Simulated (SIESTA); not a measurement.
Crystal: TiO2.

```
Ti O
1.0
     2.70603   -2.70666    0.00000
     2.70603    2.70666    0.00000
    -2.63353    0.00000    4.79664
Ti O
2 4
Direct
  0.86589 0.13411 0.75000
  0.13411 0.86589 0.25000
  0.08876 0.33122 0.16715
  0.91124 0.66878 0.83285
  0.66878 0.91124 0.33285
  0.33122 0.08876 0.66715
```

The cell is a database's computed one.

Base run:

- Program: SIESTA 5.4.2
- Functional: LDA
- Potentials or basis: PseudoDojo 0.4 standard (LDA files)
- Basis: DZP (energy shift 0.003 Ry; two zetas on semicore shells)
- Grid cutoff: 800 Ry
- Energy shift: 0.003 Ry
- k mesh: 8 × 8 × 6
- Occupations: fermi-dirac, width 0.05 eV
- Spin: no spin polarisation

Its results: band gap on the k mesh 1.88 eV, indirect (least direct gap 2.21 eV); pressure -9.0 GPa; largest force 0.255 eV/Å.

Q: The run is repeated on the same cell with these changes: functional from LDA to PBEsol; potentials or basis from PseudoDojo 0.4 standard (LDA files) to PseudoDojo 0.4 standard (PBEsol files). What comes out?

A: Band gap on the k mesh 1.92 eV, indirect (least direct gap 2.25 eV); pressure -4.0 GPa; largest force 0.154 eV/Å.

Caveats: the basis of atomic orbitals isn't converged, which shifts pressures, moduli and gaps.

A k mesh can miss the band edges.

Not every run made on this cell is shown here.
